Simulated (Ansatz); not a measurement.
# TiGe2As4 bilayer (AB) in a perpendicular field, part 2 of 3

What dipole does a perpendicular field induce in the TiGe2As4 bilayer (AB)? A positive field points along +c.

Ansatz 0.2.0; plane-wave DFT, PBE-D4, Ansatz PAW.

So far. Step 2 (Relaxing the slab): The lattice constant a goes from 3.730 to 3.746 Å.

## (3) Atoms held, field 0, start network

A sawtooth potential applies the field, turning back in the middle of the vacuum. With the dipole correction the typed value is the field outside the slab. The induced dipole is small, so the SCF threshold is tight.

The cell differs from the one that the last finished run ended in (c 74.230 → 40.827 Å).

Contents of input.yaml:

```yaml
crystal:
  lattice:
    - [3.745870693, 0.0, 0.0]
    - [-1.8729353465, 3.2440191794, 0.0]
    - [0.0, 0.0, 40.8272649239]
  atoms:
    - { symbol: As, position: [0.0, 0.0, 0.2204409239] }
    - { symbol: Ge, position: [0.3333333333, 0.6666666667, 0.2486407116] }
    - { symbol: As, position: [0.3333333333, 0.6666666667, 0.30825866] }
    - { symbol: Ti, position: [0.0, 0.0, 0.3434922555] }
    - { symbol: As, position: [0.3333333333, 0.6666666667, 0.3785616235] }
    - { symbol: Ge, position: [0.3333333333, 0.6666666667, 0.4381408125] }
    - { symbol: As, position: [0.0, 0.0, 0.4664886995] }
    - { symbol: As, position: [0.3333333333, 0.6666666667, 0.5335595843] }
    - { symbol: Ge, position: [0.6666666667, 0.3333333333, 0.5616910707] }
    - { symbol: As, position: [0.6666666667, 0.3333333333, 0.6213721542] }
    - { symbol: Ti, position: [0.3333333333, 0.6666666667, 0.6565378637] }
    - { symbol: As, position: [0.6666666667, 0.3333333333, 0.6917408119] }
    - { symbol: Ge, position: [0.6666666667, 0.3333333333, 0.7513490111] }
    - { symbol: As, position: [0.3333333333, 0.6666666667, 0.7795590761] }
kpoints:
  mp_grid: { grid: [12, 12, 1] }
  band_path:
    path: [[0, 0, 0], [0.5, 0, 0], [0.33333333, 0.33333333, 0], [0, 0, 0]]
    npoints: 16
hamiltonian:
  xc: pbe
  dispersion: d4
scf:
  occupations: { method: fermi_dirac, width: 0.02585 }
  convergence: { dr2_threshold: 1.0e-10 }
efield:
  axis: 3
  dipole_correction: true
  ramp_position: 0.97
  ramp_width: 0.06
  amplitude: 0
output:
  dos: { projected: true, e_range: [-6, 5] }
  bader: true
  write_potential: true
  write_density: true
  volumetric_format: npy
  elf: true
```

Run with:

```
ansatz run input.yaml --threads 4 --pin off --max-ram 12288MiB --backend cpu --events-out ev --progress --plain --runs-dir out
```

Numbers of over 12 decimals in the logs are rounded to 6 here.

What it wrote:

```text
[...]
Crystal: 14 atoms, lattice volume = 496.120 Å³
Basis set: ecut = 420 eV, 9737 PW (Γ)
Bands: 120, of which v1, the nominal top of the filled ones, is band 100 counted from 1 (99 counted from 0)
Symmetry: 6 space group operations
[...]
k-points: 19 of 144 (time reversal used)
[...]
SCF iter   1: F=—  HF=-61035.501998 eV  |F-HF|=—  |Δ(HF+E_count)|=         —  Δρ=4.72e-3  dr2=1.14e-1  ethr=1.77e-3  p=0.003 e·Å  D=1.12e-3 V/Å  ΔV_dip=-0.05 eV  dr2_dipole=2.32e-2  V_vac-E_F(+/−)=5.02/5.07 eV  ⟨swp⟩=6.7  Hψ=8369  notcnv=0  defer=124
efield: sawtooth ramp at fractional position 0.9700 (set: `efield.ramp_position`, or a place that a band, a saddle search or an elastic batch's reference lends), width 0.0600; the density the first Hamiltonian is built on has a dipole p = 0.003 e·Å; the dipole correction subtracts the counter field D = 1.12e-3 V/Å, which shifts the + side's vacuum level by -0.05 eV against the − side's; the planar-averaged density in the ramp window peaks in size at 2.4e-5 e/Å³
[...]
SCF iter   2: F=—  HF=-61035.515794 eV  |F-HF|=—  |Δ(HF+E_count)|=   1.38e-2  Δρ=2.51e-3  dr2=8.12e-2  ethr=5.69e-5  p=0.000 e·Å  D=5.38e-6 V/Å  ΔV_dip=-0.00 eV  dr2_dipole=2.63e-4  V_vac-E_F(+/−)=5.07/5.07 eV  ⟨swp⟩=2.9  Hψ=3919  notcnv=0  defer=231
[...]
SCF iter  11: F=-61035.505448 eV  HF=-61035.505448 eV  |F-HF|=1.46e-10  |Δ(HF+E_count)|=  3.64e-11  Δρ=1.07e-7  dr2=5.17e-11  ethr=1.00e-12  p=-0.001 e·Å  D=-3.73e-4 V/Å  ΔV_dip=0.02 eV  dr2_dipole=3.30e-12  V_vac-E_F(+/−)=5.07/5.05 eV  ⟨swp⟩=11.1  Hψ=8441  notcnv=0
SCF 1 converged in 11 iterations: F = -61035.505448 eV  dr2 = 5.17e-11
[...]
NSCF: frozen V_eff on 49 k-points
efield: sawtooth ramp at fractional position 0.9700 (kept from the solve that this one continues, or follows in the run), width 0.0600; the density the first Hamiltonian is built on has a dipole p = -0.001 e·Å; the dipole correction subtracts the counter field D = -3.73e-4 V/Å, which shifts the + side's vacuum level by +0.02 eV against the − side's; the planar-averaged density in the ramp window peaks in size at 1.5e-5 e/Å³
[...]
SCF converged after 11 iterations
Free energy (F): -61035.505448 eV
[...]
Internal energy: -61035.499892 eV  (E = F + TS)
E sigma→0 (E₀):  -61035.502670 eV
Entropy (-TS):   -0.005555 eV (-0.397 meV/atom)
Fermi energy:    3.782613 eV
Dipole field:    D = -0.000372 V/Å  (p = -0.001019 e·Å, saw-weighted, corrected)
Work function:   Φ+ = 5.0681 eV   Φ− = 5.0530 eV
Levels:          The Fermi level and band energies are counted from a zero that moves with the ramp; work functions are not
[...]
--- Band table (eV; the first three rows and the last of 19) ---
  k-point 0: bands = [... 96 lower, 3.7914, 3.7914, 3.8224, 3.8224, 4.3601, 4.8365, 5.3859, 5.5413, ... 16 higher]
  k-point 1: bands = [... 96 lower, 3.6607, 3.6864, 3.7189, 3.7401, 4.5401, 4.8211, 5.9026, 6.0201, ... 16 higher]
  k-point 2: bands = [... 96 lower, 3.3037, 3.4370, 3.4694, 3.6074, 4.4869, 4.5525, 5.7412, 5.8774, ... 16 higher]
  k-point 18: bands = [... 96 lower, 2.2956, 2.3535, 3.0315, 3.0481, 4.6149, 4.6436, 4.9205, 5.0837, ... 16 higher]
--- Bader charges: 14 sites ---
  site symbol  charge [e]  shift [e]
     0     As     -0.2906     0.0000
     1     Ge      0.4125     0.0000
     2     As     -0.8333     0.0011
     3     Ti      1.4226     0.0021
     4     As     -0.8303     0.0011
     5     Ge      0.4061     0.0000
     6     As     -0.2877     0.0001
     7     As     -0.2806     0.0000
     8     Ge      0.4015     0.0000
     9     As     -0.8310     0.0011
    10     Ti      1.4220     0.0021
    11     As     -0.8325     0.0011
    12     Ge      0.4118     0.0000
    13     As     -0.2906     0.0000
  estimated error of the sums over rays = 5.8e-4 e
```

Wall time 2.2 min (4 threads of Arm Neoverse V2, shared host); peak memory 2.8 GiB.

The column dr2 measures how far the density is from self-consistency, as an energy; F and HF (Harris–Foulkes) agree once it is small.

This step gave:

* energy at zero smearing: -61035.5027 eV
* work function, upper face: 5.068 eV
* dipole along the normal: -0.001019 e·Å

Running mean over a fixed 2.7 Å (it still follows the layers) of the planar mean; the ramp of the sawtooth is left out. The electron's electrostatic potential energy less the Fermi level by z:

```csv
z (Å),electron's electrostatic potential energy less the Fermi level (eV)
4,5.05
5,5.05
6,5.00
7,4.18
8,1.51
9,-2.87
10,-3.78
11,-2.24
12,-0.641
13,-3.44
14,-4.79
15,-3.60
16,-0.717
17,-2.19
18,-3.79
19,-3.19
20,-0.0519
21,-0.365
22,-3.69
23,-3.49
24,-1.68
25,-0.932
26,-4.00
27,-4.73
28,-2.85
29,-0.606
30,-2.63
31,-4.01
32,-2.16
33,2.10
34,4.52
35,5.03
36,5.07
37,5.07
```

The density of states has structure finer than the step of the table below, so its rows give means over 0.2 eV, whole bins alone (the curve runs from -6 to 1.99 eV). Peaks (eV: height): -2.39: 15.2, -2.28: 15.6, -1.92: 19.0, -1.62: 16.8, -1.37: 13.6, -0.93: 21.8, -0.71: 14.4.

Density of states against energy, zero at the Fermi level; means over each step:

```csv
energy (eV),density of states (states/eV a cell)
-5.8,1.46
-5.6,0.544
-5.4,0.647
-5.2,0.610
-5.0,0
-4.8,0
-4.6,1.09
-4.4,7.44
-4.2,7.62
-4.0,6.02
-3.8,7.87
-3.6,8.12
-3.4,8.08
-3.2,6.81
-3.0,5.93
-2.8,7.18
-2.6,7.85
-2.4,11.7
-2.2,12.0
-2.0,11.2
-1.8,8.85
-1.6,13.0
-1.4,10.8
-1.2,10.1
-1.0,15.9
-0.8,14.7
-0.6,8.62
-0.4,4.18
-0.2,3.42
0.0,2.09
0.2,3.60
0.4,7.46
0.6,5.13
0.8,2.54
1.0,0.418
1.2,4.72
1.4,5.38
1.6,6.70
1.8,10.2
```

Projected DOS per atom over height of the atomic layer and energy from the Fermi level. Layers: As Ge As Ti As Ge As As Ge As Ti As Ge As from below.

Ten even steps from '0' (0.00 states/eV) to '9' (3.24 states/eV), each cell a mean:
```
11090111109011
00040000004000
00020000001000
00030000004000
00070000007000
00010000001000
00011001012100
20444022044402
30444011034402
31222122122213
31212122121213
32213122121223
21112122121112
11101111110111
11212111121111
11211111111211
11112111121211
11101222210111
00000000000000
00000000000000
00000000000000
00000000000000
```
Columns: height of the atomic layer (Å) from 9 to 31.8 (not evenly spaced); rows upwards: energy from the Fermi level (eV) from -5.96 to 1.96.

Electronic bands along the path, in eV, zero at the Fermi level:

```csv
point,band 97,band 98,band 99,band 100,band 101,band 102,band 103,band 104
Γ,0.01,0.01,0.04,0.04,0.58,1.05,1.60,1.76
halfway,-0.84,-0.63,-0.60,-0.46,0.43,0.50,1.63,1.84
M,-1.11,-1.07,-0.51,-0.48,-0.05,0.03,1.11,1.44
halfway,-1.43,-1.25,-0.93,-0.80,0.44,0.48,1.27,1.34
K,-1.49,-1.43,-0.75,-0.73,0.83,0.86,1.14,1.30
halfway,-0.97,-0.76,-0.71,-0.42,0.45,0.49,1.88,1.93
Γ,0.01,0.01,0.04,0.04,0.58,1.05,1.60,1.76
```

Valence density in the ca plane at fractional y = 0.667, with atoms of Ge and As and Ti within 0.2 Å of it. It is the smooth field of the valence electrons, not physical close to the nuclei.

Ten steps, logarithmic in the rise over the least value, from '0' (0 e/Å³) to '9' (34 e/Å³), each cell a mean:
```
00000000000000000000111100000000000000000000
00000000000000000001111000000000000000000000
00000000000000000000111100000000000000000000
00000000000000000000111111000111110011111000
00000000000000000000012332111243211113432111
00000000000000000000013784212577411126863113
00000000000000000000014995223698421137984223
00000000000000000000013674212576311125763112
00000000000000000000011221111233211112321111
00000000000000000000111110000111110011110000
```
Columns run along c (16.0 Å, from fractional 0.04 to 0.43 of the cell), rows up along a (3.7 Å). Atoms in or near the plane, at fractional coordinates: Ge at (0.25, 0.33), As at (0.31, 0.33), As at (0.38, 0.33).

ELF in the ca plane at fractional y = 0.667, with atoms of Ge and As and Ti within 0.2 Å of it. It is the smooth field of the valence electrons, not physical close to the nuclei.

Ten even steps from '0' (0.00) to '9' (0.81), each cell a mean:
```
00001257777666421013553100245421013566676411
00001367877665310001221000122210012456677510
00000246777676421124664101356531124567676311
00000123456776544457898423798864345567653115
00000001124554345777778635787777654345531148
00000000013431136875347634753468741024310279
00000000013320026873226534632268730013310289
00000000013431136875447634764478742124420179
00000001235654445677788634888776654456531148
00000124566776543357897412688764345677654214
```
Columns run along c (16.0 Å, from fractional 0.13 to 0.52 of the cell), rows up along a (3.7 Å). Atoms in or near the plane, at fractional coordinates: Ge at (0.25, 0.33), As at (0.31, 0.33), As at (0.38, 0.33), Ge at (0.44, 0.33).

Electrostatic potential energy in the ca plane at fractional y = 0.667, with atoms of Ge and As and Ti within 0.2 Å of it. With pseudopotentials it is smooth inside the atoms' cores, unlike the true potential.

Values in eV, 6 rows by 16 columns, each cell a mean:
```
  3   1   7   6   2   2   5   1   5   4   2   5   1   3   7   8
  3   2   7   5   2   3   6   2   4   4   3   6   2   3   6   8
 -8   5   6  -5  -4   5   7   5 -10  -6   6   7   5  -6  -3   8
-24   4   5  -1  -4   6   8   3 -25 -21   5   8   3  -2  -3   7
-22   4   5  -4  -6   6   8   4 -23 -18   6   8   4  -5  -5   7
 -2   4   7  -1  -1   5   7   5  -3  -1   5   7   4  -2   1   8
```
Columns run along c (16.0 Å, from fractional 0.44 to 0.83 of the cell; values clipped at the 3rd and 97th percentile), rows up along a (3.7 Å). Atoms in or near the plane, at fractional coordinates: As at (0.53, 0.33), Ti at (0.66, 0.33), As at (0.78, 0.33).

The work function of the upper face is 5.07 eV.

## (4) Single point, field 0.05 V/Å

input.yaml: that of step 3 with these lines changed.

```diff
@@ -36,6 +36,4 @@
   ramp_width: 0.06
-  amplitude: 0
+  amplitude: 0.05
 output:
-  dos: { projected: true, e_range: [-6, 5] }
-  bader: true
   write_potential: true
@@ -43,2 +41 @@
   volumetric_format: npy
-  elf: true
```

What it wrote:

```text
[...]
Crystal: 14 atoms, lattice volume = 496.120 Å³
Basis set: ecut = 420 eV, 9737 PW (Γ)
Bands: 120, of which v1, the nominal top of the filled ones, is band 100 counted from 1 (99 counted from 0)
Symmetry: 6 space group operations
[...]
k-points: 19 of 144 (time reversal used)
[...]
k-point 0: bands = [... 96 lower, 3.7900, 3.7900, 3.8238, 3.8238, 4.3605, 4.8360, 5.3862, 5.5357, ... 16 higher]
  k-point 1: bands = [... 96 lower, 3.6603, 3.6851, 3.7201, 3.7408, 4.5400, 4.8212, 5.9026, 6.0093, ... 16 higher]
  k-point 2: bands = [... 96 lower, 3.3035, 3.4360, 3.4704, 3.6080, 4.4857, 4.5536, 5.7410, 5.8686, ... 16 higher]
  k-point 18: bands = [... 96 lower, 2.2896, 2.3586, 3.0261, 3.0532, 4.6136, 4.6451, 4.9233, 5.0804, ... 16 higher]
[key lines of the parts left out:]
SCF converged after 13 iterations
Free energy (F): -61035.507493 eV
Fermi energy:    3.782645 eV
Dipole field:    D = 0.030215 V/Å  (p = 0.082842 e·Å, saw-weighted, corrected)
```

Wall time 1.7 min (4 threads); peak memory 2.4 GiB.

The dipole is 0.0828 e·Å, 0.0839 e·Å from its value without field.

## (5) Atoms held, field -0.05 V/Å

input.yaml: that of step 4 with these lines changed.

```diff
@@ -36,3 +36,3 @@
   ramp_width: 0.06
-  amplitude: 0.05
+  amplitude: -0.05
 output:
```

What it wrote:

```text
[...]
Crystal: 14 atoms, lattice volume = 496.120 Å³
Basis set: ecut = 420 eV, 9737 PW (Γ)
Bands: 120, of which v1, the nominal top of the filled ones, is band 100 counted from 1 (99 counted from 0)
Symmetry: 6 space group operations
[...]
k-points: 19 of 144 (time reversal used)
[...]
k-point 0: bands = [... 96 lower, 3.7925, 3.7925, 3.8212, 3.8212, 4.3596, 4.8368, 5.3850, 5.5442, ... 16 higher]
  k-point 1: bands = [... 96 lower, 3.6610, 3.6872, 3.7178, 3.7394, 4.5401, 4.8209, 5.9024, 6.0230, ... 16 higher]
  k-point 2: bands = [... 96 lower, 3.3037, 3.4377, 3.4684, 3.6068, 4.4879, 4.5514, 5.7412, 5.8819, ... 16 higher]
  k-point 18: bands = [... 96 lower, 2.3013, 2.3483, 3.0368, 3.0429, 4.6161, 4.6420, 4.9174, 5.0868, ... 16 higher]
[key lines of the parts left out:]
SCF converged after 13 iterations
Free energy (F): -61035.507596 eV
Fermi energy:    3.782448 eV
Dipole field:    D = -0.030963 V/Å  (p = -0.084891 e·Å, saw-weighted, corrected)
```

Wall time 1.7 min (4 threads); peak memory 2.4 GiB.

The dipole is -0.0849 e·Å, -0.0839 e·Å from its value without field.

## (6) Atoms held, field 0.1 V/Å

input.yaml: that of step 5 with these lines changed.

```diff
@@ -36,3 +36,3 @@
   ramp_width: 0.06
-  amplitude: -0.05
+  amplitude: 0.1
 output:
```

What it wrote:

```text
[...]
Crystal: 14 atoms, lattice volume = 496.120 Å³
Basis set: ecut = 420 eV, 9737 PW (Γ)
Bands: 120, of which v1, the nominal top of the filled ones, is band 100 counted from 1 (99 counted from 0)
Symmetry: 6 space group operations
[...]
k-points: 19 of 144 (time reversal used)
[...]
k-point 0: bands = [... 96 lower, 3.7882, 3.7882, 3.8254, 3.8254, 4.3607, 4.8354, 5.3860, 5.5289, ... 16 higher]
  k-point 1: bands = [... 96 lower, 3.6596, 3.6836, 3.7214, 3.7413, 4.5396, 4.8212, 5.9024, 5.9981, ... 16 higher]
  k-point 2: bands = [... 96 lower, 3.3031, 3.4346, 3.4715, 3.6084, 4.4842, 4.5547, 5.7407, 5.8593, ... 16 higher]
  k-point 18: bands = [... 96 lower, 2.2835, 2.3635, 3.0207, 3.0583, 4.6121, 4.6465, 4.9261, 5.0768, ... 16 higher]
[key lines of the parts left out:]
SCF converged after 13 iterations
Free energy (F): -61035.513732 eV
Fermi energy:    3.782543 eV
Dipole field:    D = 0.060806 V/Å  (p = 0.166713 e·Å, saw-weighted, corrected)
```

Elapsed: 1.7 min, on 4 threads; peak memory 2.4 GiB; 6.6 min of CPU time.

The dipole is 0.167 e·Å, 0.168 e·Å from its value without field.

## (7) Atoms held, field 0.2 V/Å

input.yaml: that of step 6 with these lines changed.

```diff
@@ -36,3 +36,3 @@
   ramp_width: 0.06
-  amplitude: 0.1
+  amplitude: 0.2
 output:
```

What it wrote:

```text
[...]
Crystal: 14 atoms, lattice volume = 496.120 Å³
Basis set: ecut = 420 eV, 9737 PW (Γ)
Bands: 120, of which v1, the nominal top of the filled ones, is band 100 counted from 1 (99 counted from 0)
Symmetry: 6 space group operations
[...]
k-points: 19 of 144 (time reversal used)
[...]
k-point 0: bands = [... 96 lower, 3.7838, 3.7838, 3.8286, 3.8286, 4.3604, 4.8337, 5.3839, 5.5141, ... 16 higher]
  k-point 1: bands = [... 96 lower, 3.6578, 3.6797, 3.7241, 3.7423, 4.5382, 4.8209, 5.9015, 5.9747, ... 16 higher]
  k-point 2: bands = [... 96 lower, 3.3021, 3.4311, 3.4737, 3.6091, 4.4805, 4.5568, 5.7395, 5.8396, ... 16 higher]
  k-point 18: bands = [... 96 lower, 2.2709, 2.3728, 3.0095, 3.0680, 4.6088, 4.6487, 4.9310, 5.0689, ... 16 higher]
[key lines of the parts left out:]
SCF converged after 13 iterations
Free energy (F): -61035.538792 eV
Fermi energy:    3.781936 eV
Dipole field:    D = 0.121995 V/Å  (p = 0.334476 e·Å, saw-weighted, corrected)
```

The job ended after 1.7 min (4 threads; peak memory 2.4 GiB; 6.6 min of CPU time).

The dipole is 0.334 e·Å, 0.335 e·Å from its value without field.

## (8) Atoms held, field 0.3 V/Å

input.yaml: that of step 7 with these lines changed.

```diff
@@ -36,4 +36,6 @@
   ramp_width: 0.06
-  amplitude: 0.2
+  amplitude: 0.3
 output:
+  dos: { projected: true, e_range: [-6, 5] }
+  bader: true
   write_potential: true
@@ -41 +43,2 @@
   volumetric_format: npy
+  elf: true
```

What it wrote:

```text
[...]
Crystal: 14 atoms, lattice volume = 496.120 Å³
Basis set: ecut = 420 eV, 9737 PW (Γ)
Bands: 120, of which v1, the nominal top of the filled ones, is band 100 counted from 1 (99 counted from 0)
Symmetry: 6 space group operations
[...]
k-points: 19 of 144 (time reversal used)
[...]
2     As     -0.8313     0.0011
     3     Ti      1.4220     0.0021
     4     As     -0.8320     0.0011
     5     Ge      0.4064     0.0000
     6     As     -0.2863     0.0001
     7     As     -0.2822     0.0000
     8     Ge      0.4013     0.0000
     9     As     -0.8292     0.0011
    10     Ti      1.4224     0.0021
    11     As     -0.8342     0.0011
    12     Ge      0.4092     0.0000
    13     As     -0.2677     0.0000
  estimated error of the sums over rays = 6.6e-4 e
[key lines of the parts left out:]
SCF converged after 13 iterations
Free energy (F): -61035.580630 eV
Fermi energy:    3.780786 eV
Dipole field:    D = 0.183201 V/Å  (p = 0.502289 e·Å, saw-weighted, corrected)
```

Elapsed: 2.2 min, on 4 threads; peak memory 2.8 GiB; 8.9 min of CPU time.

The dipole is 0.502 e·Å, 0.503 e·Å from its value without field.

## (9) Response, atoms held

This step: plane-wave DFT, PBE-D4, Ansatz PAW; response to a field along the normal, atoms held (Ansatz 0.2.0).

The dipoles give the slope, and the difference of two potentials shows where the field is screened.

This step gave:

```
equivalent conductor thickness p/(ε₀AE) : 24.98 Å
distance between the outer atoms        : 22.83 Å
```

The dipole of the cell by applied field:

```csv
applied field (V/Å),dipole of the cell (e·Å)
-0.050,-0.0849
0.000,-0.00102
0.050,0.0828
0.100,0.167
0.200,0.334
0.300,0.502
```

Local field over the applied field, running mean. From the potentials at -0.05 and 0.05 V/Å; running mean over 2.5 Å. The local field over applied field by z:

```csv
z (Å),local field over applied field
5,0.993
6,0.951
7,0.762
8,0.419
9,0.112
10,0.0366
11,0.0536
12,0.0450
13,0.0226
14,0.00485
15,0.00605
16,-0.00492
17,-4.1e-4
18,0.00362
19,0.00714
20,0.0165
21,0.0156
22,0.00636
23,0.00320
24,3.8e-4
25,-0.00480
26,0.00893
27,0.00609
28,0.0236
29,0.0522
30,0.0464
31,0.0380
32,0.151
33,0.480
34,0.811
35,0.965
36,0.995
```

The induced electron density oscillates, so the rows of the table below give means over windows of 2 Å about each position, cut where the curve ends. Its maxima inside the range that stand out by 2 % of the span (Å: e/Å³ per V/Å): 7.9: 0.00347, 11.2: 4.1e-4, 12.5: 7.4e-4, 14.2: 3.9e-4, 16.0: 1.4e-4, 17.7: 1.7e-4, 21.0: 1.8e-4, 23.8: 2.4e-4, 25.5: 1.0e-4, 27.2: 8.5e-4, 28.9: 1.8e-4, 30.5: 0.00121. Its minima: 10.3: -0.0012, 11.9: -1.7e-4, 13.6: -8.7e-4, 15.3: -9.0e-5, 17.0: -2.3e-4, 19.8: -1.9e-4, 23.1: -1.7e-4, 24.8: -1.4e-4, 26.2: -3.8e-4, 28.4: -7.3e-4, 29.6: -4.2e-4, 32.9: -0.00347.

Electrons, planar mean, per unit field. Induced electron density against z; means over each step:

```csv
z (Å),induced electron density (e/Å³ per V/Å)
6,3.9e-4
8,0.00223
10,-1.1e-4
12,3.1e-4
14,-4.0e-5
16,-3.0e-5
18,-3.0e-6
20,-3.9e-5
22,3.1e-5
24,2.4e-5
26,-1.1e-4
28,-6.3e-5
30,2.5e-4
32,-0.00142
34,-0.00139
36,-6.0e-5
```

By hand: between -0.05 and 0.05 V/Å the dipole changes by 0.1677 e·Å, a slope of 1.677 e·Å²/V. A perfect conductor of thickness t has p = ε₀AEt, so t = 180.95 × 1.677 / 12.152 = 24.98 Å (e/ε₀ = 180.95 V·Å, A in Å²).

The induced dipole is that of a conductor 24.98 Å thick.

(Continued in part 3 of 3.)

[Logs are printed without paths, hosts, clocks, repeated set-up lines and the standing remarks that a program may print on its own settings, such as how far it seeks lower states.]

[Hosts, paths, dates, database ids (printed as entryN), source tags and the programs' standing remarks are cut or masked in the printed files.]

[Maps of the electrostatic potential energy from Ansatz leave out the sawtooth potential of an applied field or a dipole correction, so their vacuum need not be flat; planar profiles and work functions include it.]

[The density of states shown here was stored with 400 of the rows of the run's finer table, so its peaks can read low, often by over a quarter, or be missed, and its means over a window can be off by a tenth or more.]
